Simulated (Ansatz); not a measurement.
A strain series on a 2-atom cell of GaAs started from a crystallographic database with PBE in Ansatz; the unstrained cell is the r2SCAN minimum. No spin polarisation and no zero-point or thermal motion.

Input of the unstrained run:
```yaml
crystal:
  lattice:
    - [0.0, 2.833083191, 2.833083191]
    - [2.833083191, 0.0, 2.833083191]
    - [2.833083191, 2.833083191, 0.0]
  atoms:
    - { symbol: Ga, position: [0.0, 0.0, 0.0] }
    - { symbol: As, position: [0.25, 0.25, 0.25] }
kpoints:
  mp_grid: { grid: [8, 8, 8] }
  band_path:
    path:
      - [0.0, 0.0, 0.0]
      - [-0.5, -0.5, 0.0]
      - [-0.375, -0.375, 0.25]
      - [-0.375, 0.0, 0.375]
      - [0.0, 0.0, 0.5]
      - [-0.5, -0.25, 0.25]
    npoints: 1
hamiltonian:
  xc: pbe
scf:
  occupations: { method: fermi_dirac, width: 0.02 }
  n_extra_bands: 4
output:
  forces: true
  stress: true
  eigenvalues: true
```

Its main results, and the levels near the gap at the points of the path (eV from the Fermi energy, bands numbered from 0, names kept under strain):
```
Crystal: 2 atoms, lattice volume = 45.479 Å³
Basis set: ecut = 420 eV, 893 PW (Γ)
Symmetry: 24 space group operations
Space group: F-43m (ITA 216)
k-points: 29 of 512 (time reversal used)
Free energy (F): -8639.839699 eV
Fermi energy:    8.338532 eV
--- Stress (GPa, compression-positive) ---
        2.774174       0.000000       0.000000
        0.000000       2.774174       0.000000
        0.000000       0.000000       2.774174
  P = ⅓ Tr σ = 2.7742 GPa (27.742 kbar)
```
```tsv
point	band_11	band_12	band_13	band_14	band_15	band_16
Γ	-0.244	-0.244	-0.244	0.222	3.493	3.493
X	-7.024	-2.896	-2.896	1.239	1.422	9.877
U	-6.839	-4.064	-2.480	1.727	4.382	7.677
K	-6.839	-4.064	-2.480	1.727	4.382	7.677
L	-6.840	-1.374	-1.374	0.741	4.399	4.399
W	-6.840	-3.744	-3.551	4.348	4.477	5.150
```

Isotropic +3.47 % on every length. The input changes in these blocks:
```yaml
crystal:
  lattice:
    - [0.0, 2.9313911777, 2.9313911777]
    - [2.9313911777, 0.0, 2.9313911777]
    - [2.9313911777, 2.9313911777, 0.0]
  atoms:
    - { symbol: Ga, position: [0.0, 0.0, 0.0] }
    - { symbol: As, position: [0.25, 0.25, 0.25] }
```

```
Crystal: 2 atoms, lattice volume = 50.379 Å³
Basis set: ecut = 420 eV, 941 PW (Γ)
Symmetry: 24 space group operations
Space group: F-43m (ITA 216)
k-points: 29 of 512 (time reversal used)
Free energy (F): -8639.824823 eV
Fermi energy:    6.798470 eV
--- Stress (GPa, compression-positive) ---
       -3.149207       0.000000       0.000000
        0.000000      -3.149207       0.000000
        0.000000       0.000000      -3.149207
  P = ⅓ Tr σ = -3.1492 GPa (-31.492 kbar)
```
```tsv
point	band_11	band_12	band_13	band_14	band_15	band_16
Γ	-0.281	-0.014	-0.014	-0.014	3.686	3.686
X	-6.351	-2.330	-2.330	1.644	1.677	9.314
U	-6.197	-3.338	-1.963	1.989	4.369	7.373
K	-6.197	-3.338	-1.963	1.989	4.369	7.373
L	-6.101	-1.000	-1.000	0.703	4.578	4.578
W	-6.205	-3.062	-2.875	4.098	4.645	5.049
```

PBE: gap 0.47 before, 0 after (eV); it has closed.

Another run changes these blocks:
```yaml
crystal:
  lattice:
    - [0.0, 2.9866362999, 2.833083191]
    - [2.9866362999, 0.0, 2.833083191]
    - [2.9866362999, 2.9866362999, 0.0]
  atoms:
    - { symbol: Ga, position: [0.0, 0.0, 0.0] }
    - { symbol: As, position: [0.25, 0.25, 0.25] }
kpoints:
  mp_grid: { grid: [8, 8, 8] }
  band_path:
    path:
      - [0.0, 0.0, 0.0]
      - [-0.5, -0.5, 0.0]
      - [-0.375, -0.375, 0.25]
      - [-0.375, 0.0, 0.375]
      - [0.0, 0.0, 0.5]
      - [-0.5, -0.25, 0.25]
      - [-0.020182, 0.0, -0.020182]
    npoints: 1
output:
  forces: true
  stress: true
  eigenvalues: true
  write_density: true
  write_potential: true
  elf: true
  volumetric_format: npy
```

```
Crystal: 2 atoms, lattice volume = 50.542 Å³
Basis set: ecut = 420 eV, 949 PW (Γ)
Symmetry: 8 space group operations
Space group: I-4m2 (ITA 119)
k-points: 59 of 512 (time reversal used)
Free energy (F): -8639.806610 eV
Fermi energy:    6.807403 eV
--- Stress (GPa, compression-positive) ---
       -4.195558       0.000000       0.000000
        0.000000      -4.195558       0.000000
        0.000000       0.000000      -1.555198
  P = ⅓ Tr σ = -3.3154 GPa (-33.154 kbar)
```
```tsv
point	band_11	band_12	band_13	band_14	band_15	band_16
Γ	-0.369	-0.146	-0.146	0.107	3.558	3.700
X	-6.199	-2.566	-2.566	1.333	1.429	9.260
U	-6.114	-3.353	-2.205	1.700	3.965	7.322
K	-6.284	-3.365	-1.889	2.070	4.486	7.171
L	-6.130	-1.221	-0.861	0.616	4.382	4.717
W	-6.210	-3.084	-2.898	3.837	4.364	4.893
(-0.020,0,-0.020)	-0.606	-0.162	0.088	0.090	3.576	3.679
```

Task: Which strain is this, and what did it do?

Result: Biaxial +5.42 % in x and y, z held, atoms relaxed again. PBE: gap 0.47 before, 0 after (eV); it has closed; with r2SCAN the top three valence levels at Γ, degenerate before, become 1+2 from the top over 214 meV.

Epitaxial +1.37 % in the xy plane, free normal strain -1.17 %. The input changes in these blocks:
```yaml
crystal:
  lattice:
    - [0.0, 2.8718964307, 2.8000073757]
    - [2.8718964307, 0.0, 2.8000073757]
    - [2.8718964307, 2.8718964307, 0.0]
  atoms:
    - { symbol: Ga, position: [0.0, 0.0, 0.0] }
    - { symbol: As, position: [0.25, 0.25, 0.25] }
```

```
Crystal: 2 atoms, lattice volume = 46.188 Å³
Basis set: ecut = 420 eV, 925 PW (Γ)
Symmetry: 8 space group operations
Space group: I-4m2 (ITA 119)
k-points: 59 of 512 (time reversal used)
Free energy (F): -8639.845980 eV
Fermi energy:    8.106171 eV
--- Stress (GPa, compression-positive) ---
        1.187946       0.000000       0.000000
        0.000000       1.187946       0.000000
        0.000000       0.000000       2.607896
  P = ⅓ Tr σ = 1.6613 GPa (16.613 kbar)
```
```tsv
point	band_11	band_12	band_13	band_14	band_15	band_16
Γ	-0.265	-0.265	-0.128	0.128	3.472	3.541
X	-6.828	-2.925	-2.925	1.195	1.300	9.785
U	-6.684	-3.953	-2.519	1.629	4.182	7.628
K	-6.778	-3.960	-2.351	1.829	4.468	7.587
L	-6.732	-1.424	-1.227	0.713	4.335	4.514
W	-6.734	-3.644	-3.450	4.199	4.401	5.035
```

PBE: the gap goes from 0.466 to 0.255 eV (-0.211 eV); with r2SCAN the top three valence levels at Γ, degenerate before, become 1+2 from the top over 143 meV.

Another run changes these blocks:
```yaml
crystal:
  lattice:
    - [0.0, 2.833083191, 2.833083191]
    - [2.779821227, 0.0, 2.833083191]
    - [2.779821227, 2.833083191, 0.0]
  atoms:
    - { symbol: Ga, position: [0.0, 0.0, 0.0] }
    - { symbol: As, position: [0.25, 0.25, 0.25] }
```

```
Crystal: 2 atoms, lattice volume = 44.624 Å³
Basis set: ecut = 420 eV, 893 PW (Γ)
Symmetry: 8 space group operations
Space group: I-4m2 (ITA 119)
k-points: 59 of 512 (time reversal used)
Free energy (F): -8639.819122 eV
Fermi energy:    8.692295 eV
--- Stress (GPa, compression-positive) ---
        4.951354       0.000000       0.000000
        0.000000       3.869561       0.000000
        0.000000       0.000000       3.869561
  P = ⅓ Tr σ = 4.2302 GPa (42.302 kbar)
```
```tsv
point	band_11	band_12	band_13	band_14	band_15	band_16
Γ	-0.374	-0.374	-0.268	0.267	3.372	3.423
X	-7.245	-3.019	-3.007	1.149	1.378	9.850
U	-7.040	-4.258	-2.587	1.674	4.404	7.666
K	-7.040	-4.258	-2.587	1.674	4.404	7.666
L	-7.038	-1.574	-1.420	0.693	4.244	4.384
W	-7.040	-3.926	-3.738	4.484	4.511	5.293
```

Task: Which strain is this, and what did it do?

Result: Uniaxial -1.88 % along x, other directions held, atoms relaxed again. PBE: the gap goes from 0.466 to 0.535 eV (+0.069 eV); with r2SCAN the top three valence levels at Γ, degenerate before, become 1+2 from the top over 111 meV.

The runs are scalar-relativistic, without spin-orbit coupling.

The splittings at Γ are without spin-orbit coupling, which regroups them where it is of like size or larger.
